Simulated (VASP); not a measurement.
## VASP 6.6.1 run: Si

INCAR

```
NSW = 0
SIGMA = 0.01
ISIF = 2
LWAVE = .FALSE.
LCHARG = .FALSE.
PREC = Accurate
ISMEAR = -5
ENCUT = 520
LREAL = .FALSE.
LASPH = .TRUE.
NELM = 60
NBANDS = 11
EDIFF = 1E-7
IBRION = -1
GGA = PE
```

KPOINTS

```
KPOINTS created by Atomic Simulation Environment
0
Gamma
8 8 8
0 0 0
```

POSCAR

```
Si
 1.0000000000000000
     0.0000000000000000    2.7765612735000000    2.6821061821000001
     2.7765612735000000    0.0000000000000000    2.6821061821000001
     2.7765612735000000    2.7765612735000000    0.0000000000000000
 Si
   2
Cartesian
  0.0000000000000000  0.0000000000000000  0.0000000000000000
  1.3882806367499998  1.3882806367499998  1.3410530910500000
```

The recommended PBE PAW datasets give the neutral cell 8 valence electrons.

Command

```
mpirun -np 1 vasp_std
```

OSZICAR

```
N       E                     dE             d eps       ncg     rms          rms(c)
DAV:   1     0.627186828186E+01    0.62719E+01   -0.32860E+03  1298   0.568E+02
DAV:   2    -0.104295945006E+02   -0.16701E+02   -0.16126E+02  1708   0.803E+01
DAV:   3    -0.109930216194E+02   -0.56343E+00   -0.56158E+00  1715   0.126E+01
DAV:   4    -0.109974346756E+02   -0.44131E-02   -0.44124E-02  1524   0.140E+00
DAV:   5    -0.109974786337E+02   -0.43958E-04   -0.43958E-04  1622   0.132E-01    0.468E+00
DAV:   6    -0.108858145155E+02    0.11166E+00   -0.61794E-02  1477   0.102E+00    0.284E+00
DAV:   7    -0.108335614424E+02    0.52253E-01   -0.12253E-01  1495   0.155E+00    0.159E-01
DAV:   8    -0.108348514625E+02   -0.12900E-02   -0.56047E-03  1484   0.401E-01    0.785E-02
DAV:   9    -0.108350684716E+02   -0.21701E-03   -0.21338E-04  1599   0.879E-02    0.571E-02
DAV:  10    -0.108350919230E+02   -0.23451E-04   -0.19942E-05  1557   0.259E-02    0.473E-03
DAV:  11    -0.108350927146E+02   -0.79155E-06   -0.20807E-06  1582   0.746E-03    0.304E-03
DAV:  12    -0.108350928543E+02   -0.13972E-06   -0.44088E-07  1497   0.414E-03    0.184E-03
DAV:  13    -0.108350929011E+02   -0.46846E-07   -0.40219E-09   937   0.440E-04
   1 F= -.10835093E+02 E0= -.10835093E+02  d E =0.000000E+00
```

Standard output (part)

```
POSCAR found type information on POSCAR Si
 POSCAR found :  1 types and       2 ions
 LDA part: xc-table for (Slater+PW92), standard interpolation
 POSCAR, INCAR and KPOINTS ok, starting setup
 WAVECAR not read
 entering main loop
```

From OUTCAR

```
k-points           NKPTS =     59   k-points in BZ     NKDIM =     59   number of bands    NBANDS=     11

   NELECT =       8.0000    total number of electrons

   dimension x,y,z NGX =    30 NGY =   30 NGZ =   30
   dimension x,y,z NGXF=    60 NGYF=   60 NGZF=   60

  energy-cutoff  :      520.00
  volume of cell :       41.35
      direct lattice vectors                 reciprocal lattice vectors
     0.000000000  2.776561274  2.682106182    -0.180078864  0.180078864  0.186420658
     2.776561274  0.000000000  2.682106182     0.180078864 -0.180078864  0.186420658
     2.776561274  2.776561274  0.000000000     0.180078864  0.180078864 -0.186420658

 k-points in reciprocal lattice and weights: KPOINTS created by Atomic Simulation Env
   0.00000000  0.00000000  0.00000000       0.002
   0.12500000  0.00000000  0.00000000       0.016
   0.25000000  0.00000000  0.00000000       0.016
   0.37500000  0.00000000  0.00000000       0.016
   0.50000000  0.00000000  0.00000000       0.008
   0.12500000  0.12500000  0.00000000       0.004
   0.25000000  0.12500000  0.00000000       0.016
   0.37500000  0.12500000  0.00000000       0.016
   ...

 E-fermi :   5.6709

 k-point     1 :       0.0000    0.0000    0.0000
  band No.  band energies     occupation
      1      -6.2314      2.00000
      2       5.4312      2.00000
      3       5.4312      2.00000
      4       5.6620      2.00000
      5       7.9774      0.00000
      6       8.1074      0.00000
      7       8.1074      0.00000
      8       8.4981      0.00000
      9      12.9083      0.00000
     10      13.3413      0.00000
     11      13.4989      0.00000

 k-point     2 :       0.1250    0.0000    0.0000
  band No.  band energies     occupation
      1      -6.0328      2.00000
      2       3.9157      2.00000
      3       5.1378      2.00000
      4       5.3239      2.00000
      5       7.8954      0.00000
      6       8.4526      0.00000
      7       8.5067      0.00000
      8       9.9360      0.00000
      9      12.5079      0.00000
     10      12.9632      0.00000
     11      14.1133      0.00000

 k-point     3 :       0.2500    0.0000    0.0000
  band No.  band energies     occupation
      1      -5.4540      2.00000
      2       1.6411      2.00000
      3       4.6499      2.00000
      4       4.8909      2.00000
      5       7.4021      0.00000
      6       8.9451      0.00000
      7       9.0433      0.00000
      8      12.1399      0.00000
      9      12.6268      0.00000
     10      12.7700      0.00000
     11      14.4377      0.00000

 k-point     4 :       0.3750    0.0000    0.0000
  band No.  band energies     occupation
      1      -4.5890      2.00000
      2      -0.3241      2.00000
      3       4.3042      2.00000
      4       4.5945      2.00000
      5       7.0281      0.00000
      6       8.8479      0.00000
      7       9.1062      0.00000
      8      13.3294      0.00000
      9      13.8830      0.00000
     10      14.1191      0.00000
     11      14.9832      0.00000

 k-point     5 :       0.5000    0.0000    0.0000
  band No.  band energies     occupation
      1      -3.9789      2.00000
      2      -1.3098      2.00000
      3       4.1845      2.00000
      4       4.4939      2.00000
      5       6.8958      0.00000
      6       8.7350      0.00000
      7       9.0300      0.00000
      8      13.2064      0.00000
      9      15.7588      0.00000
     10      16.1686      0.00000
     11      16.2368      0.00000

 ...

  Total       -0.5341691     -0.5341691      0.2790358      0.0000000     -0.0000000      0.0000000
  in kB      -20.6951614    -20.6951614     10.8106052      0.0000000     -0.0000000      0.0000000
  external PRESSURE =     -10.1932392 kB  Pullay stress =       0.0000000 kB

 POSITION                                       TOTAL-FORCE (eV/Angst)
 -----------------------------------------------------------------------------------
      0.00000      0.00000      0.00000        -0.000000     -0.000000      0.000000
      1.38828      1.38828      1.34105         0.000000      0.000000      0.000000
 -----------------------------------------------------------------------------------
    total drift:                               -0.000000     -0.000000     -0.000000

  FREE ENERGIE OF THE ION-ELECTRON SYSTEM (eV)
  ---------------------------------------------------
  free  energy   TOTEN  =       -10.8350929011 eV

  energy  without entropy=      -10.8350929011  energy(sigma->0) =      -10.83509290
```

It converged. Results: gap between bands v and c on the k mesh 0.31 eV; least direct gap on the k mesh 2.32 eV; pressure -1.0 GPa. Band v is the last that the valence electrons fill when counted band by band, and c is the next.

For comparison, a separate PBE run of the intended cell, on usual settings and not on those above, gives a gap of 0.31 eV on its mesh and a pressure of -1.0 GPa.

The run above took about 27 s on one core of a shared host (Intel Xeon Platinum 8488C) and held 0.17 GiB at most.
